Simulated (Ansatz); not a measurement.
# Ti3Al (P-6m2) in Ansatz: further runs

Runs on Ti3Al. Level: LDA. Tasks: single point, equation of state.

Program: Ansatz 0.2.0. These are calculated values, not measurements. Logs are shortened: lines on timing, memory, paths and dates and some standing lists are left out, and cuts for length are marked.

### Step 1. The crystal as given

The structure is hexagonal, space group P-6m2 (No. 187). Conventional cell: a = 2.928 Å, b = 2.928 Å, c = 9.226 Å, α = 90.00°, β = 90.00°, γ = 120.00°. Ti (site symmetry 3m) has 9 Ti at 2.86 to 2.93 Å and 3 Al at 2.86 Å as nearest neighbours. Ti (site symmetry -6m2) has 12 Ti at 2.86 to 2.93 Å as nearest neighbours. Al (site symmetry -6m2) has 6 Ti at 2.86 Å and 6 Al at 2.93 Å as nearest neighbours.

The cell comes from a database or a generator and needn't be the stable form of this composition.

### Step 2. Single point, LDA, 16.09 Å³/atom (volume scaled by 0.94)

File input.yaml:

```yaml
crystal:
  lattice:
    - [2.8677796942, 0.0, 0.0]
    - [-1.4338898471, 2.4835700677, 0.0]
    - [0.0, 0.0, 9.0380160492]
  atoms:
    - { symbol: Ti, position: [0.3333333333, 0.6666666667, 0.249406] }
    - { symbol: Ti, position: [0.3333333333, 0.6666666667, 0.750594] }
    - { symbol: Ti, position: [0.6666666667, 0.3333333333, 0.0] }
    - { symbol: Al, position: [0.6666666667, 0.3333333333, 0.5] }
kpoints:
  mp_grid: { grid: [10, 10, 3] }
scf:
  occupations: { method: fermi_dirac, width: 0.05 }
hamiltonian:
  xc: lda
  pseudopotentials: { kind: all_electron, lapw: { basis_error: 0.002 } }
output:
  forces: true
  stress: true
  eigenvalues: true
```

Potentials or basis: all-electron LAPW, scalar-relativistic.

Run with:

```sh
> ansatz run input.yaml --threads 2 --pin off --max-ram 8192MiB --backend cpu --events-out ev --progress --plain --runs-dir out
```

Output:

```text
Warning: RAYON_NUM_THREADS=2 ignored (pool sized by the plan → 2); use --threads N
LAPW: plane waves up to 7.569 Å⁻¹, error target 2.0e-3 eV per atom; small_component_spin mean_spin; Al in spheres of 1.398 Å, 11 of its electrons in bands, Dirac shells []; Ti in spheres of 1.398 Å, 12 of its electrons in bands, Dirac shells [] (how accurate: hamiltonian.pseudopotentials.lapw.basis_error, Limitations)
Engine: ansatz 0.2.0, aarch64-unknown-linux-gnu
Pseudopotentials: kind: all_electron
Pseudopotential: Ti, LAPW, valence charge 12, lapw/all_electron/scalar/gaussian/Ti, Koelling and Harmon's equation, gaussian nucleus
Pseudopotential: Al, LAPW, valence charge 11, lapw/all_electron/scalar/gaussian/Al, Koelling and Harmon's equation, gaussian nucleus
Functional definition: SPW92
  exchange = slater_x
  correlation = pw_c
Crystal: 4 atoms, lattice volume = 64.372 Å³
Basis set: ecut = 218.28870388909314 eV, 483 PW (Γ), exchange–correlation at level 2
Bands: 29, of which v1, the nominal top of the filled ones, is band 24 counted from 1 (23 counted from 0)
Symmetry: 12 space group operations
Space group: P-6m2 (ITA 187), of the structure as read, at distance tolerance 4.0e-5 Å
k-points: 28 of 300 (time reversal used)
Non-local potential: Ti, projectors of the file, none
Non-local potential: Al, projectors of the file, none
Initial density: superposition of atomic densities (chi_scale 0.1, normalization cell, long waves kept (reshape's long-wave potential 0.14 eV rms))
Initial wavefunctions: plane waves of lowest kinetic energy (no species holds an atomic orbital)
Functional: x = slater, c = lda
iter 1 solved again at ethr=5.21e-3 eV; its pass at ethr=1.00e-1 eV (dr2=2.45e0 eV) is discarded
SCF iter   1: F=—  HF=-76136.400858 eV  |F-HF|=—  |Δ(HF+E_count)|=         —  Δρ=2.74e-2  dr2=2.45e0  ethr=5.21e-3  ⟨swp⟩=2.0  Hψ=5649  notcnv=0
preconditioner: auto → Kerker (q_TF=auto, 2.589 Å⁻¹)  [metal: Δε(μ)=0.067 eV  Ē_g=3.366 eV  σ=0.050 eV  W_gap=0.32  n_scr=12 (ndim 8)  ℏωp=17.9 eV  f_vac=0.000  D(μ)=3.84/eV (n_scr^D=50)]
SCF iter   2: F=—  HF=-76135.974100 eV  |F-HF|=—  |Δ(HF+E_count)|=   4.27e-1  Δρ=2.12e-2  dr2=1.56e0  ethr=5.21e-3  ⟨swp⟩=2.3  Hψ=2697  notcnv=0
SCF iter   3: F=—  HF=-76135.950498 eV  |F-HF|=—  |Δ(HF+E_count)|=   2.36e-2  Δρ=2.71e-2  dr2=4.79e0  ethr=3.32e-3  ⟨swp⟩=2.6  Hψ=2681  notcnv=0  recentre
SCF iter   4: F=—  HF=-76135.745008 eV  |F-HF|=—  |Δ(HF+E_count)|=   2.05e-1  Δρ=1.02e-2  dr2=3.40e-1  ethr=3.32e-3  ⟨swp⟩=2.0  Hψ=2576  notcnv=0
SCF iter   5: F=—  HF=-76135.687649 eV  |F-HF|=—  |Δ(HF+E_count)|=   5.74e-2  Δρ=3.66e-3  dr2=4.62e-2  ethr=7.24e-4  ⟨swp⟩=2.0  Hψ=2664  notcnv=0
iter 6 solved again at ethr=7.55e-6 eV; its pass at ethr=9.82e-5 eV (dr2=3.55e-3 eV) is discarded
SCF iter   6: F=—  HF=-76135.683142 eV  |F-HF|=—  |Δ(HF+E_count)|=         —  Δρ=1.29e-3  dr2=3.55e-3  ethr=7.55e-6  ⟨swp⟩=2.0  Hψ=4309  notcnv=0
the basis was enlarged: its passes take 94.8 KiB over the memory plan, 2 of 2 planned eigensolver slots
SCF iter   7: F=—  HF=-76135.682370 eV  |F-HF|=—  |Δ(HF+E_count)|=   7.72e-4  Δρ=3.65e-4  dr2=2.56e-4  ethr=7.55e-6  ⟨swp⟩=2.0  Hψ=2555  notcnv=0
SCF iter   8: F=—  HF=-76135.682360 eV  |F-HF|=—  |Δ(HF+E_count)|=   9.34e-6  Δρ=2.47e-4  dr2=2.09e-4  ethr=5.45e-7  ⟨swp⟩=2.2  Hψ=2561  notcnv=0
SCF iter   9: F=—  HF=-76135.682341 eV  |F-HF|=—  |Δ(HF+E_count)|=   1.89e-5  Δρ=4.22e-5  dr2=4.17e-6  ethr=4.45e-7  ⟨swp⟩=2.0  Hψ=2557  notcnv=0
SCF iter  10: F=—  HF=-76135.682341 eV  |F-HF|=—  |Δ(HF+E_count)|=   5.43e-7  Δρ=1.21e-5  dr2=7.16e-7  ethr=8.87e-9  ⟨swp⟩=2.0  Hψ=2555  notcnv=0
SCF iter  11: F=-76135.682341 eV  HF=-76135.682341 eV  |F-HF|=1.26e-8  |Δ(HF+E_count)|=   4.38e-8  Δρ=2.90e-6  dr2=9.74e-9  ethr=1.52e-9  ⟨swp⟩=2.0  Hψ=2555  notcnv=0
SCF 1 converged in 11 iterations: F = -76135.682341 eV  dr2 = 9.74e-9
SCF converged after 11 iterations
Free energy (F): -76135.682341 eV
Harris-Foulkes:  -76135.682341 eV  (|F-HF|=1.26e-8)
Internal energy: -76135.653646 eV  (E = F + TS)
E sigma→0 (E₀):  -76135.667993 eV
Entropy (-TS):   -0.028694 eV (-7.174 meV/atom)
Fermi energy:    13.239479 eV
--- Per-component energies (eV) ---
  E_band       = -914.442731
  E_kinetic    = 76775.081385
  E_xc         = -3776.666095
  E_electrostatic = -149134.068937  (all electrons and nuclei)
  E_smearing   = -0.028694  (= −TS)
  E_closure    = 0.000000  (closes the sum)
  E_atoms      = -76108.456599  (free atoms, spherical and without spin; not in F)
  Σ components = -76135.682341   (vs F -76135.682341, Δ=0.00e0)
  Basis errors (estimates in eV, not in F): energy 2.0e-4 per atom: plane waves 1.5e-4 (7.5e-5 summed), levels above the bands 4.8e-19, relativity 2.4e-9, radial functions 5.3e-5, core shells 6.9e-8; eigenvalues (radial functions only) 1.3e-6; not estimated: angular momenta, meshes, grids; target (lapw.basis_error) 2.0e-3; muffin-tin radii Al 1.398 Å, Ti 1.398 Å
--- Forces (eV/Å), atoms counted from 1 ---
  atom   1  Ti    -0.00000000     0.00000000    -0.10088589
  atom   2  Ti    -0.00000000     0.00000000     0.10088589
  atom   3  Ti     0.00000000    -0.00000000     0.00000000
  atom   4  Al    -0.00000000     0.00000000     0.00000000
  max |Σ_I F_I| component: 2.78e-17 eV/Å
--- Stress (GPa, compression-positive) ---
       -0.606651      -0.000000      -0.000000
       -0.000000      -0.606651      -0.000000
       -0.000000      -0.000000       0.208234
  P = ⅓ Tr σ = -0.3350 GPa (-3.350 kbar)
--- Band table (eV; the first three rows and the last of 28) ---
  k-point 0: bands = ["-88.3553", "-50.5681", "-50.5681", "-50.5082", "-42.7600", "-42.6918", "-42.6165", "-19.6680", "-19.3500", "-18.9944", "-18.9607", "-18.9607", "-18.9102", "-18.9102", "-18.8644", "-18.8644", "4.5854", "8.1861", "8.4010", "10.6637", "12.4973", "13.8610", "13.9992", "14.0693", "14.0693", "14.1699", "14.1699", "14.5077", "14.5077"]
  k-point 1: bands = ["-88.3553", "-50.5681", "-50.5681", "-50.5082", "-42.7600", "-42.6919", "-42.6164", "-19.6693", "-19.3473", "-18.9958", "-18.9607", "-18.9607", "-18.9102", "-18.9102", "-18.8644", "-18.8644", "4.6176", "7.5358", "9.4158", "10.3916", "12.2705", "13.7936", "14.0271", "14.0719", "14.0719", "14.1639", "14.1639", "14.5152", "14.5152"]
  k-point 2: bands = ["-88.3551", "-50.5698", "-50.5685", "-50.5080", "-42.7474", "-42.6822", "-42.6100", "-19.6473", "-19.3512", "-19.0322", "-19.0130", "-18.9785", "-18.9342", "-18.9235", "-18.9195", "-18.8734", "4.8230", "8.4470", "8.6655", "10.9050", "12.5393", "13.4505", "13.7758", "13.9135", "14.1078", "14.2600", "14.3235", "14.4227", "14.6948"]
  k-point 27: bands = ["-88.3532", "-50.5816", "-50.5784", "-50.5059", "-42.5860", "-42.5798", "-42.5665", "-19.5146", "-19.4993", "-19.4293", "-19.3211", "-19.3021", "-19.2418", "-19.1924", "-19.0751", "-19.0565", "10.2292", "11.4922", "11.6915", "11.7783", "12.0281", "12.1177", "12.4206", "12.5619", "13.1324", "13.2761", "13.4644", "14.9726", "15.3335"]
```

Run time: 10 s. Hardware: 2 threads of Arm Neoverse V2, shared host; peak memory 0.34 GiB.

Results:

```
Free energy            : -76135.6823 eV
Pressure               : -0.3 GPa
Largest force          : 0.101 eV/Å
Band gap on the k mesh : none (metal or under the smearing width)
```

### Step 3. Single point, LDA, 16.44 Å³/atom (volume scaled by 0.96)

Edit input.yaml of step 2 so:

```diff
@@ -2,5 +2,5 @@
   lattice:
-    - [2.8677796942, 0.0, 0.0]
-    - [-1.4338898471, 2.4835700677, 0.0]
-    - [0.0, 0.0, 9.0380160492]
+    - [2.8879759913, 0.0, 0.0]
+    - [-1.4439879956, 2.501060574, 0.0]
+    - [0.0, 0.0, 9.1016661466]
   atoms:
```

Potentials or basis: all-electron LAPW, scalar-relativistic.

Run with:

```sh
> ansatz run input.yaml --threads 2 --pin off --max-ram 8192MiB --backend cpu --events-out ev --progress --plain --runs-dir out
```

Run time: 9.9 s. Hardware: 2 threads of Arm Neoverse V2, shared host; peak memory 0.33 GiB.

It converged, with:

| Property | Result |
| --- | --- |
| Free energy | -76135.6688 eV |
| Pressure | -2.8 GPa |
| Largest force | 0.113 eV/Å |
| Band gap on the k mesh | none (metal or under the smearing width) |

### Step 4. Single point, LDA, 16.78 Å³/atom (volume scaled by 0.98)

Edit input.yaml of step 3 so:

```diff
@@ -2,5 +2,5 @@
   lattice:
-    - [2.8879759913, 0.0, 0.0]
-    - [-1.4439879956, 2.501060574, 0.0]
-    - [0.0, 0.0, 9.1016661466]
+    - [2.9078936965, 0.0, 0.0]
+    - [-1.4539468482, 2.5183098127, 0.0]
+    - [0.0, 0.0, 9.1644382416]
   atoms:
```

Run with:

```sh
> ansatz run input.yaml --threads 2 --pin off --max-ram 8192MiB --backend cpu --events-out ev --progress --plain --runs-dir out
```

It took 11 s on 2 threads of Arm Neoverse V2, shared host; peak memory 0.34 GiB.

Results (log left out):

```
Free energy            : -76135.6351 eV
Pressure               : -5.0 GPa
Largest force          : 0.125 eV/Å
Band gap on the k mesh : none (metal or under the smearing width)
```

### Step 5. Single point, LDA, 17.12 Å³/atom

Edit input.yaml of step 4 so:

```diff
@@ -2,5 +2,5 @@
   lattice:
-    - [2.9078936965, 0.0, 0.0]
-    - [-1.4539468482, 2.5183098127, 0.0]
-    - [0.0, 0.0, 9.1644382416]
+    - [2.9275422229, 0.0, 0.0]
+    - [-1.4637711114, 2.5353259357, 0.0]
+    - [0.0, 0.0, 9.226362]
   atoms:
```

Run with:

```sh
> ansatz run input.yaml --threads 2 --pin off --max-ram 8192MiB --backend cpu --events-out ev --progress --plain --runs-dir out
```

Wall time 11 s (2 threads of Arm Neoverse V2, shared host); peak memory 0.33 GiB.

It converged, with:

- Free energy: -76135.5833 eV
- Pressure: -7.1 GPa
- Largest force: 0.137 eV/Å
- Band gap on the k mesh: none (metal or under the smearing width)

### Step 6. Single point, LDA, 17.46 Å³/atom (volume scaled by 1.02)

Edit input.yaml of step 5 so:

```diff
@@ -2,5 +2,5 @@
   lattice:
-    - [2.9275422229, 0.0, 0.0]
-    - [-1.4637711114, 2.5353259357, 0.0]
-    - [0.0, 0.0, 9.226362]
+    - [2.9469304848, 0.0, 0.0]
+    - [-1.4734652423, 2.552116663, 0.0]
+    - [0.0, 0.0, 9.2874655158]
   atoms:
```

Potentials or basis: all-electron LAPW, scalar-relativistic.

Run with:

```sh
> ansatz run input.yaml --threads 2 --pin off --max-ram 8192MiB --backend cpu --events-out ev --progress --plain --runs-dir out
```

Run time: 11 s. Hardware: 2 threads of Arm Neoverse V2, shared host; peak memory 0.33 GiB.

Results (log left out):

| Item | Value |
| --- | --- |
| Free energy | -76135.5150 eV |
| Pressure | -8.9 GPa |
| Largest force | 0.148 eV/Å |
| Band gap on the k mesh | none (metal or under the smearing width) |

### Step 7. Single point, LDA, 17.80 Å³/atom (volume scaled by 1.04)

Edit input.yaml of step 6 so:

```diff
@@ -2,5 +2,5 @@
   lattice:
-    - [2.9469304848, 0.0, 0.0]
-    - [-1.4734652423, 2.552116663, 0.0]
-    - [0.0, 0.0, 9.2874655158]
+    - [2.9660669332, 0.0, 0.0]
+    - [-1.4830334666, 2.5686893135, 0.0]
+    - [0.0, 0.0, 9.3477754233]
   atoms:
```

Run with:

```sh
> ansatz run input.yaml --threads 2 --pin off --max-ram 8192MiB --backend cpu --events-out ev --progress --plain --runs-dir out
```

Run time: 11 s. Hardware: 2 threads of Arm Neoverse V2, shared host; peak memory 0.33 GiB.

Results (log left out):

```yaml
Free_energy: -76135.4318 eV
Pressure: -10.5 GPa
Largest_force: 0.160 eV/Å
Band_gap_on_the_k_mesh: none (metal or under the smearing width)
```

### Step 8. Single point, LDA, 18.15 Å³/atom (volume scaled by 1.06)

Edit input.yaml of step 7 so:

```diff
@@ -2,5 +2,5 @@
   lattice:
-    - [2.9660669332, 0.0, 0.0]
-    - [-1.4830334666, 2.5686893135, 0.0]
-    - [0.0, 0.0, 9.3477754233]
+    - [2.9849595887, 0.0, 0.0]
+    - [-1.4924797943, 2.5850508331, 0.0]
+    - [0.0, 0.0, 9.4073169995]
   atoms:
```

Run with:

```sh
> ansatz run input.yaml --threads 2 --pin off --max-ram 8192MiB --backend cpu --events-out ev --progress --plain --runs-dir out
```

Run time: 11 s. Hardware: 2 threads of Arm Neoverse V2, shared host; peak memory 0.33 GiB.

It converged, with:

```yaml
Free_energy: -76135.3352 eV
Pressure: -12.0 GPa
Largest_force: 0.171 eV/Å
Band_gap_on_the_k_mesh: none (metal or under the smearing width)
```

### Step 9. Equation of state, LDA

Potentials or basis: all-electron LAPW, scalar-relativistic.

No new run: the results of the series are fitted here.

What came out:

```
Equilibrium volume                        : 16.05 Å³/atom (rough: see the caveat)
Bulk modulus at fixed shape and positions : 123 GPa (rough)
```

Energy against volume, from the lowest point:
```
volume (Å³/atom)  energy (meV/atom)
          16.093               0.00
          16.435               3.40
          16.778              11.81
          17.120              24.76
          17.463              41.84
          17.805              62.64
          18.147              86.80
```

Caveat: the minimum lies outside the volumes run; the cell was scaled at fixed shape and fractional positions, which overstates the stiffness of a crystal with free parameters, most of all of layers and chains.
